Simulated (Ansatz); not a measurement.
## Structure search for TeMo5

Computed with DFT PBE, scalar-relativistic, plane waves, PAW (Ansatz). All cells share a 420 eV cutoff and Γ-centred k meshes spaced at most about 0.3 Å⁻¹ (about 0.25 or finer for metals, 2π included). No spin polarisation.

The zero of energy is the elements' standard structures at the same level; no fitted shifts are applied.

These are static total energies at zero pressure. The comparison covers the computed candidates alone. Spin–orbit coupling, which can matter for Te, is left out. The reference form of Te is held partly by dispersion forces, which this level lacks.

Invented guesses were relaxed alike, and ends that match in structure were merged. ΔE counts from the first row. Coordination counts Mo atoms around Te (those within 1.25 times the shortest such distance or 1.15 times the sum of covalent radii; a plus sign parts nearer from farther groups). The ends were matched against large subsets of the Crystallography Open Database and the Materials Project, so a missing match doesn't prove that a structure is unreported.

| # | reached from | type and space group | atoms | Å³/atom | coordination | ΔE (meV/atom) | gap on mesh (eV) | in databases |
| --- | --- | --- | --- | --- | --- | --- | --- | --- |
| 1 | a relaxed cell, shaken at random and relaxed again | Cmmm (No. 65) | 6 | 16.5 | Te 8+6 | 0 | 0.00 | no match |
| 2 | Be5Fe type (F-43m) | F-43m (No. 216) | 6 | 17.2 | Te 16 | 307 | 0.00 | no match |
| 3 | YNi5 type (P6/mmm) | CaCu5, P6/mmm (No. 191) | 6 | 18.2 | Te 6+12 | 396 | 0.00 | no match |

The lowest: Space group Cmmm (No. 65), orthorhombic, a = 4.531 Å, b = 9.718 Å, c = 4.487 Å. Te has 8 Mo at 2.79–2.80 Å and 6 Mo at 3.19–3.24 Å; Mo on a site of symmetry mmm is surrounded by 8 Mo at 2.77–2.82 Å, 2 Mo at 3.19 Å and 4 Te at 3.19 Å; around Mo on a site of symmetry m2m lie 6 Mo at 2.72–2.82 Å, 2 Te at 2.80 Å and 6 Mo at 3.19–3.35 Å; Mo on a second site of symmetry m2m has 6 Mo at 2.73–2.78 Å, 2 Te at 2.79 Å, 5 Mo at 3.19–3.24 Å and 1 Te at 3.24 Å. Its energy over the elements is +0.24 eV/atom. It can't be a ground state, since the elements alone are lower. An observed structure of this formula, if there is one, may be missing.

```cif
data_structure
_symmetry_space_group_name_H-M 'P 1'
_symmetry_Int_Tables_number 1
_cell_length_a 5.3611
_cell_length_b 5.3611
_cell_length_c 4.4872
_cell_angle_alpha 90.000
_cell_angle_beta 90.000
_cell_angle_gamma 130.003
_cell_volume 98.79
loop_
_atom_site_label
_atom_site_type_symbol
_atom_site_fract_x
_atom_site_fract_y
_atom_site_fract_z
_atom_site_occupancy
Te1 Te 0.50000 0.50000 0.50000 1
Mo1 Mo 0.00000 0.00000 0.00000 1
Mo2 Mo 0.32787 0.67213 0.00000 1
Mo3 Mo 0.67213 0.32787 0.00000 1
Mo4 Mo 0.83305 0.16695 0.50000 1
Mo5 Mo 0.16695 0.83305 0.50000 1
```

The second: Space group F-43m (No. 216), cubic, a = 7.444 Å. Te is surrounded by 16 Mo at 3.08–3.22 Å; Mo on a site of symmetry 3m is surrounded by 6 Mo at 2.62–2.65 Å, 3 Te at 3.08 Å and 3 Mo at 3.09 Å; Mo on a site of symmetry -43m has 12 Mo at 3.09 Å and 4 Te at 3.22 Å. Counting Mo atoms around Te, the first has Te 8+6 and the second has Te 16. Shaken at random and relaxed again, row 3 falls into row 1, 0.40 eV/atom lower, so it is a saddle point or a shallow minimum. Cells without such a test can be saddle points.

```cif
data_structure
_symmetry_space_group_name_H-M 'F-43m'
_symmetry_Int_Tables_number 216
_cell_length_a 7.4444
_cell_length_b 7.4444
_cell_length_c 7.4444
_cell_angle_alpha 90.000
_cell_angle_beta 90.000
_cell_angle_gamma 90.000
_cell_volume 412.57
loop_
_atom_site_label
_atom_site_type_symbol
_atom_site_symmetry_multiplicity
_atom_site_Wyckoff_symbol
_atom_site_fract_x
_atom_site_fract_y
_atom_site_fract_z
_atom_site_occupancy
Te1 Te 4 d 0.25000 0.25000 0.75000 1
Mo1 Mo 16 e 0.37574 0.12426 0.37574 1
Mo2 Mo 4 b 0.50000 0.00000 0.00000 1
```

Some types were kept out of the candidates beforehand, so the set may lack a known form.
